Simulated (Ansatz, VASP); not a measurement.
**Two plane-wave programs on Si**

```
Si
1.0
    -1.62691    1.62691    1.32033
     1.62691   -1.62691    1.32033
     1.62691    1.62691   -1.32033
Si
1
Direct
  0.00000 0.00000 0.00000
```

This isn't the form of Si at room conditions, which is diamond.

Alike in both runs: task single point; functional PBE; dispersion D3(BJ); k mesh 8 × 8 × 8; occupations gaussian, width 0.1 eV; no spin polarisation.

|  | VASP | Ansatz |
| --- | --- | --- |
| version | VASP 6.6.1 | Ansatz 0.2.0 |
| potentials or method | VASP PAW PBE potentials, release 64 (Si) | scalar-relativistic, plane waves, PAW |
| plane-wave cutoff (eV) | 520 | 420 |
| valence electrons in the cell | 4 | 4 |

Ansatz gave:

- gap on the k mesh at the Fermi level (eV): none
- pressure (GPa): -1.5
- largest component of the traceless stress (GPa): 5.28

Which values does VASP return?

gap on the k mesh at the Fermi level (eV): none; pressure (GPa): -1.5; largest component of the traceless stress (GPa): 5.31.

A gap of «none» marks a metal or a gap that the smearing closes.

Caveats: the k mesh is coarse (spacing up to 0.38 Å⁻¹), so the values aren't converged; pairwise dispersion overbinds metals, which lowers pressure and volume.
